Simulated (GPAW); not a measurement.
Band structure of LiI (Fm-3m, 2 atoms in the cell).

```
CELL_PARAMETERS angstrom
      0.00000     2.92748     2.92748
      2.92748     0.00000     2.92748
      2.92748     2.92748     0.00000
ATOMIC_POSITIONS crystal
  Li 0.00000 0.00000 0.00000
  I  0.50000 0.50000 0.50000
```

Computed with PBE, GPAW PAW datasets PBE (gpaw-data 1.0.1) (plane waves; GPAW).

Settings: mode = pw; ecut = 600 eV; xc = PBE; kpts = 8 8 8; mesh shift (steps) = 0 0 0; occupations.name = fermi-dirac; occupations.width = 0 eV; nbands = -4; convergence.density = 1e-05 e/electron; convergence.bands = -2; symmetry.symmorphic = false; symmetry.tolerance = 0.0005; maxiter = 120; bandpath_npoints = 40.

The starting cell comes from a database of computed structures (which also holds hypothetical and non-ambient phases and stackings), without a prior relaxation at this level. Its lattice was rescaled by a random factor within 2.5 % of one. Spin-orbit coupling is off.

Predict the gap along the standard path and the places of the band edges.

The gap along the path is 4.37 eV, from a point between K and Γ to X; the smallest direct gap on it is 4.62 eV.

Levels in eV from the top of the valence band on the SCF mesh, bands 1 to 8:
| point | 1 | 2 | 3 | 4 | 5 | 6 | 7 | 8 |
|---|---|---|---|---|---|---|---|---|
| Γ | -11.94 | -0.01 | -0.01 | -0.01 | 4.61 | 8.34 | 8.34 | 8.34 |
| X | -11.04 | -3.29 | -1.39 | -1.39 | 4.37 | 5.27 | 10.94 | 10.94 |
| W | -11.04 | -2.51 | -2.51 | -1.45 | 6.28 | 6.87 | 8.12 | 8.12 |
| K | -11.06 | -2.88 | -2.23 | -1.06 | 4.85 | 7.19 | 8.56 | 9.82 |
| L | -11.30 | -3.35 | -0.32 | -0.32 | 4.58 | 6.16 | 6.16 | 10.31 |
| U | -11.06 | -2.88 | -2.23 | -1.06 | 4.85 | 7.19 | 8.56 | 9.82 |
